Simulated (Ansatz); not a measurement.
# V(100) with 4 layers of random V-W, 2x2: scattering by chemical disorder, part 2 of 2

Aim: the residual resistivity of a random alloy, from V(100) with 4 layers of random V-W, 2x2 and longer regions.

Ansatz 0.2.0; Ansatz plane-wave DFT, PBE, PAW files; ballistic transport by layer matching (Landauer), zero bias; PAW set soft_1.

So far. Step 3 (With 8 alloy layers): Over the solved energies the transmission per spin lies between 7.97 and 8.50, out of 9.90 channels of the lead on average (up to 10.4).

## (4) With 12 alloy layers

In 12 layers a share of 0.125 of the sites is given to W at random. A fresh draw is used; the growth of the resistance with length is what counts.

System of this step: V(100) with 12 layers of random V-W, 2x2. The cell holds 88 atoms: 82 V and 6 W. Its edges and angles: a = 6.052 Å, b = 6.052 Å, c = 33.286 Å, α = 90.0°, β = 90.0°, γ = 90.0°. It derives from V. Regions: lead, 40 atoms (40 V); scattering region, 48 atoms (42 V and 6 W). The structure is stacked along c, and the current runs across the ab planes.

Input file input.yaml:

```yaml
crystal:
  lattice:
    - [6.052, 0.0, 0.0]
    - [0.0, 6.052, 0.0]
    - [0.0, 0.0, 33.286]
  atoms:
    - { symbol: V, position: [0.0, 0.0, 0.0227272727] }
    - { symbol: V, position: [0.0, 0.5, 0.0227272727] }
    - { symbol: V, position: [0.5, 0.0, 0.0227272727] }
    - { symbol: V, position: [0.5, 0.5, 0.0227272727] }
    - { symbol: V, position: [0.25, 0.25, 0.0681818182] }
    - { symbol: V, position: [0.25, 0.75, 0.0681818182] }
    - { symbol: V, position: [0.75, 0.25, 0.0681818182] }
    - { symbol: V, position: [0.75, 0.75, 0.0681818182] }
    - { symbol: V, position: [0.0, 0.0, 0.1136363636] }
    - { symbol: V, position: [0.0, 0.5, 0.1136363636] }
    - { symbol: V, position: [0.5, 0.0, 0.1136363636] }
    - { symbol: V, position: [0.5, 0.5, 0.1136363636] }
    - { symbol: V, position: [0.25, 0.25, 0.1590909091] }
    - { symbol: V, position: [0.25, 0.75, 0.1590909091] }
    - { symbol: V, position: [0.75, 0.25, 0.1590909091] }
    - { symbol: V, position: [0.75, 0.75, 0.1590909091] }
    - { symbol: V, position: [0.0, 0.0, 0.2045454545] }
    - { symbol: V, position: [0.0, 0.5, 0.2045454545] }
    - { symbol: V, position: [0.5, 0.0, 0.2045454545] }
    - { symbol: V, position: [0.5, 0.5, 0.2045454545] }
    - { symbol: V, position: [0.25, 0.25, 0.25] }
    - { symbol: V, position: [0.25, 0.75, 0.25] }
    - { symbol: V, position: [0.75, 0.25, 0.25] }
    - { symbol: V, position: [0.75, 0.75, 0.25] }
    - { symbol: V, position: [0.0, 0.0, 0.2954545455] }
    - { symbol: V, position: [0.0, 0.5, 0.2954545455] }
    - { symbol: V, position: [0.5, 0.0, 0.2954545455] }
    - { symbol: V, position: [0.5, 0.5, 0.2954545455] }
    - { symbol: V, position: [0.25, 0.25, 0.3409090909] }
    - { symbol: V, position: [0.25, 0.75, 0.3409090909] }
    - { symbol: V, position: [0.75, 0.25, 0.3409090909] }
    - { symbol: V, position: [0.75, 0.75, 0.3409090909] }
    - { symbol: V, position: [0.0, 0.0, 0.3863636364] }
    - { symbol: W, position: [0.0, 0.5, 0.3863636364] }
    - { symbol: V, position: [0.5, 0.0, 0.3863636364] }
    - { symbol: V, position: [0.5, 0.5, 0.3863636364] }
    - { symbol: V, position: [0.25, 0.25, 0.4318181818] }
    - { symbol: V, position: [0.25, 0.75, 0.4318181818] }
    - { symbol: V, position: [0.75, 0.25, 0.4318181818] }
    - { symbol: W, position: [0.75, 0.75, 0.4318181818] }
    - { symbol: V, position: [0.0, 0.0, 0.4772727273] }
    - { symbol: V, position: [0.0, 0.5, 0.4772727273] }
    - { symbol: W, position: [0.5, 0.0, 0.4772727273] }
    - { symbol: V, position: [0.5, 0.5, 0.4772727273] }
    - { symbol: V, position: [0.25, 0.25, 0.5227272727] }
    - { symbol: W, position: [0.25, 0.75, 0.5227272727] }
    - { symbol: V, position: [0.75, 0.25, 0.5227272727] }
    - { symbol: V, position: [0.75, 0.75, 0.5227272727] }
    - { symbol: V, position: [0.0, 0.0, 0.5681818182] }
    - { symbol: V, position: [0.0, 0.5, 0.5681818182] }
    - { symbol: W, position: [0.5, 0.0, 0.5681818182] }
    - { symbol: V, position: [0.5, 0.5, 0.5681818182] }
    - { symbol: V, position: [0.25, 0.25, 0.6136363636] }
    - { symbol: V, position: [0.25, 0.75, 0.6136363636] }
    - { symbol: V, position: [0.75, 0.25, 0.6136363636] }
    - { symbol: V, position: [0.75, 0.75, 0.6136363636] }
    - { symbol: V, position: [0.0, 0.0, 0.6590909091] }
    - { symbol: W, position: [0.0, 0.5, 0.6590909091] }
    - { symbol: V, position: [0.5, 0.0, 0.6590909091] }
    - { symbol: V, position: [0.5, 0.5, 0.6590909091] }
    - { symbol: V, position: [0.25, 0.25, 0.7045454545] }
    - { symbol: V, position: [0.25, 0.75, 0.7045454545] }
    - { symbol: V, position: [0.75, 0.25, 0.7045454545] }
    - { symbol: V, position: [0.75, 0.75, 0.7045454545] }
    - { symbol: V, position: [0.0, 0.0, 0.75] }
    - { symbol: V, position: [0.0, 0.5, 0.75] }
    - { symbol: V, position: [0.5, 0.0, 0.75] }
    - { symbol: V, position: [0.5, 0.5, 0.75] }
    - { symbol: V, position: [0.25, 0.25, 0.7954545455] }
    - { symbol: V, position: [0.25, 0.75, 0.7954545455] }
    - { symbol: V, position: [0.75, 0.25, 0.7954545455] }
    - { symbol: V, position: [0.75, 0.75, 0.7954545455] }
    - { symbol: V, position: [0.0, 0.0, 0.8409090909] }
    - { symbol: V, position: [0.0, 0.5, 0.8409090909] }
    - { symbol: V, position: [0.5, 0.0, 0.8409090909] }
    - { symbol: V, position: [0.5, 0.5, 0.8409090909] }
    - { symbol: V, position: [0.25, 0.25, 0.8863636364] }
    - { symbol: V, position: [0.25, 0.75, 0.8863636364] }
    - { symbol: V, position: [0.75, 0.25, 0.8863636364] }
    - { symbol: V, position: [0.75, 0.75, 0.8863636364] }
    - { symbol: V, position: [0.0, 0.0, 0.9318181818] }
    - { symbol: V, position: [0.0, 0.5, 0.9318181818] }
    - { symbol: V, position: [0.5, 0.0, 0.9318181818] }
    - { symbol: V, position: [0.5, 0.5, 0.9318181818] }
    - { symbol: V, position: [0.25, 0.25, 0.9772727273] }
    - { symbol: V, position: [0.25, 0.75, 0.9772727273] }
    - { symbol: V, position: [0.75, 0.25, 0.9772727273] }
    - { symbol: V, position: [0.75, 0.75, 0.9772727273] }
kpoints:
  mp_grid: { grid: [4, 4, 1] }
hamiltonian:
  xc: pbe
  pseudopotentials: { kind: paw, azcp: { folder: soft_1 } }
scf:
  occupations: { method: fermi_dirac, width: 0.1 }
output:
  transmission: { leads: [[0, 4]], kmesh: [8, 8], e_range: [-0.05, 0.05], de: 0.05 }
  write_potential: true
  write_density: true
  volumetric_format: npy
```

Run with:

```sh
$ ansatz run input.yaml --threads 4 --pin off --max-ram 15360MiB --backend cpu --events-out ev --progress --plain --runs-dir out
```

Numbers of over 12 decimals in the logs are rounded to 6 here.

What it wrote:

```text
[...]
Crystal: 88 atoms, lattice volume = 1219.156 Å³
Basis set: ecut = 420 eV, 23843 PW (Γ)
Bands: 690, of which v1, the nominal top of the filled ones, is band 575 counted from 1 (574 counted from 0)
Symmetry: 1 space group operations
[...]
k-points: 10 of 16 (time reversal used)
[...]
SCF iter   1: F=—  HF=-301194.510977 eV  |F-HF|=—  |Δ(HF+E_count)|=         —  Δρ=1.03e-1  dr2=2.47e3  ethr=3.10e-3  ⟨swp⟩=7.2  Hψ=26783  notcnv=0
[...]
SCF iter  11: F=-301136.241240 eV  HF=-301136.241240 eV  |F-HF|=2.97e-9  |Δ(HF+E_count)|=   6.00e-9  Δρ=5.69e-7  dr2=4.48e-9  ethr=8.70e-12  ⟨swp⟩=2.0  Hψ=11903  notcnv=0
SCF 1 converged in 11 iterations: F = -301136.241240 eV  dr2 = 4.48e-9
[...]
transmission: 150 of 1428 steps passed
transmission: 294 of 1428 steps passed
[...]
transmission: 1428 of 1428 steps passed
SCF converged after 11 iterations
Free energy (F): -301136.241240 eV
[...]
Internal energy: -301131.512481 eV  (E = F + TS)
E sigma→0 (E₀):  -301133.876861 eV
Entropy (-TS):   -4.728759 eV (-53.736 meV/atom)
Fermi energy:    16.669949 eV
[...]
--- Band table (eV; the first three rows and the last of 10) ---
  k-point 0: bands = [... 571 lower, 17.1181, 17.1206, 17.1302, 17.1310, 17.1368, 17.1809, 17.1849, 17.1887, ... 111 higher]
  k-point 1: bands = [... 571 lower, 16.8909, 16.9170, 16.9177, 16.9181, 16.9225, 16.9247, 16.9350, 16.9605, ... 111 higher]
  k-point 2: bands = [... 571 lower, 16.5799, 16.5847, 16.5928, 16.6171, 16.6306, 16.6421, 16.6496, 16.6541, ... 111 higher]
  k-point 9: bands = [... 571 lower, 16.1829, 16.1888, 16.1925, 16.1978, 16.2002, 16.2025, 16.2029, 16.2057, ... 111 higher]
--- Transmission ---
  basis      : 325 plane waves across, 42 finite elements along
  points     : 34, standing for a mesh of 8 x 8
[...]
channels       : 1.004688e1 a spin
[...]
junction   : crystal 0 to crystal 0, 0.81 to 32.59 Å
    transmission   : 7.913259e0 a spin
[...]
```

Run time: 32 min. Hardware: 4 threads of Arm Neoverse V1, shared host; peak memory 7.3 GiB.

This step gave:

- free energy: -301136.2412 eV
- energy at zero smearing: -301133.8769 eV
- Fermi energy: 16.67 eV
- transmission per spin nearest the Fermi level: 7.913
- step of the lead's potential: 0.8 meV

Per spin. Table of transmission, zone mean by energy, zero at the Fermi level:

```tsv
energy (eV)	transmission, zone mean
-0.0500	8.00
0.0000	7.91
0.0500	7.34
```

Over the solved energies the transmission per spin lies between 7.34 and 8.00, out of 9.90 channels of the lead on average (up to 10.4).

## (5) Resistance against length

This step: Ansatz plane-wave DFT, PBE, PAW files; ballistic transport by layer matching (Landauer), zero bias; residual resistivity from the slope of the area resistance, atoms on the host's lattice; PAW set soft_1 (Ansatz 0.2.0).

Numbers from this step:

| Quantity | Value |
| --- | --- |
| resistivity | 6.472 µΩ cm |
| intercept | 0.01421 fΩ m² |
| scatter about the fit | 0.001145 fΩ m² |

Resistance, by row:

```tsv
run	length (Å)	T	channels N	RA (fΩ m²)
n4	6.052	8.959	9.984	0.05419
n8	12.1	8.317	9.901	0.09093
n12	18.16	7.75	9.901	0.1325
```

Area resistance against length of the alloy:

```tsv
length of the alloy (Å)	area resistance (fΩ m²)
6.05	0.0542
12.10	0.0909
18.16	0.133
```

The area resistance goes from 0.054 to 0.13 fΩ m² between 6.1 and 18.2 Å, a slope of 6.5 µΩ cm.

By hand from the end points: (0.1325 − 0.05419) fΩ m² / (18.16 − 6.05) Å = 6.5 µΩ cm, since 1 fΩ m² per Å is 1000 µΩ cm.

## (6) What came out

| Item | Value |
| --- | --- |
| resistivity from the slope | 6.47 µΩ cm |
| area resistance over 6.05 Å | 0.0542 fΩ m² |
| area resistance over 12.1 Å | 0.0909 fΩ m² |
| area resistance over 18.2 Å | 0.133 fΩ m² |

**Reading.** The slope gives 6.5 µΩ cm. The points scatter by 0.0011 fΩ m² about the line, with one random draw a length in a 2x2 cell, so the slope is a rough value. Read with a model of isotropic scattering on a spherical Fermi surface and the lead's 2.1×10¹⁵ S/m², this slope means a mean free path near 62 Å; over these lengths the model's slope is 1.12 times its bulk resistivity, which would be 5.8 µΩ cm. The draw over the shortest length came out nearly ordered, with 32 symmetry operations, so that point is a poor sample of a random alloy. The atoms sit on the host's lattice, so scattering by size misfit is left out. Spin-orbit coupling is left out, which matters for W.

[Logs are printed without paths, hosts, clocks, repeated set-up lines and the standing remarks that a program may print on its own settings, such as how far it seeks lower states.]

[Hosts, paths, dates, database ids (printed as entryN), source tags and the programs' standing remarks are cut or masked in the printed files.]
